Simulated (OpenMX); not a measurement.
Crystal: Ru.

```xyz
2
Lattice="2.7058 0.0000 0.0000 -1.3529 2.3433 0.0000 0.0000 0.0000 4.2819" Properties=species:S:1:pos:R:3 pbc="T T T"
Ru    1.3529    0.7811    3.2114
Ru    0.0000    1.5622    1.0705
```

Program: OpenMX 3.8.5. Alike in all runs: no spin polarisation; cell as given; smearing fermi-dirac 0.05 eV.

Problem. Order these runs on this cell by their pressure, lowest first.
A. level LDA; potentials or basis OpenMX 2013 LDA set, Ru7.0-s3p2d2, grid cutoff 400 Ry; k mesh 11 × 11 × 7
B. level PBE; potentials or basis OpenMX 2013 PBE set, Ru7.0-s3p2d2, grid cutoff 400 Ry; k mesh 11 × 11 × 7
C. level LDA; potentials or basis OpenMX 2013 LDA set, Ru7.0-s3p2d2f1, grid cutoff 560 Ry; k mesh 9 × 9 × 5
D. level PBE; potentials or basis OpenMX 2013 PBE set, Ru7.0-s3p2d2f1, grid cutoff 400 Ry; k mesh 11 × 11 × 7
E. level PBE; potentials or basis OpenMX 2013 PBE set, Ru7.0-s3p2d1, grid cutoff 560 Ry; k mesh 9 × 9 × 5

Solution. C (-10.1 GPa), A (-4.1 GPa), D (6.9 GPa), B (12.5 GPa), E (14.0 GPa).

Caveats: the basis of atomic orbitals isn't converged, which shifts pressures, moduli and gaps.

Not every run made on this cell is shown here.
